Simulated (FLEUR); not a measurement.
CuI under changes of volume

One of the cells (27.401 Å³/atom); the others are scaled copies at fixed shape and fractional positions:

```
I Cu
1.0
     4.09020    0.00000    0.00000
     0.00000    4.09020    0.00000
     0.00000    0.00000    6.55146
I Cu
2 2
Direct
  0.00000 0.50000 0.74303
  0.50000 0.00000 0.25697
  0.00000 0.00000 0.00000
  0.50000 0.50000 0.00000
```

Measurements of this composition are mostly on another form, of space group No. 216.

* Program: FLEUR MaX-R8.1 (later development tree)
* Functional: PBE
* Potentials or basis: all-electron
* Basis: FLAPW
* Kmax: 3.94 1/bohr
* k mesh: 7 × 7 × 4
* Occupations: fermi-dirac, width 0.05 eV
* Spin: no spin polarisation

```tsv
volume (Å³/atom)	energy over the lowest point (meV/atom)	gap on the mesh (eV)
25.757	32.12	1.71
26.305	18.02	1.67
26.853	8.67	1.63
27.401	3.11	1.60
27.949	0.00	1.56
28.497	0.06	1.53
29.045	?	?
```

**Question.** What does the run at 29.045 Å³/atom give?

**Answer.** Energy over the lowest point 2.65 meV/atom; gap on the mesh 1.50 eV.

Worked out: A Birch-Murnaghan fit of order 3 (a polynomial in V^(-2/3)) to the other rows has its minimum at 28.27 Å³/atom with B0 = V·E''(V) = 33 GPa (rough, since the energies scatter) at fixed shape and positions, which overstates the stiffness. It gives 1.75 meV/atom at 29.045 Å³/atom, against the run's 2.65. A straight line through the other rows of the gap, of slope -1.78 eV per unit of ln V (its deformation potential), extrapolates to 1.49 eV, against the run's 1.50.

Energies are extrapolated to zero smearing.

Caveats: the plane-wave cutoff is short for the semicore states, which can make moduli rough; spin-orbit coupling is left out, which moves the levels of the heavy elements; this functional lacks dispersion, which binds the layers, so the pressure and a relaxed spacing across them are unreliable.
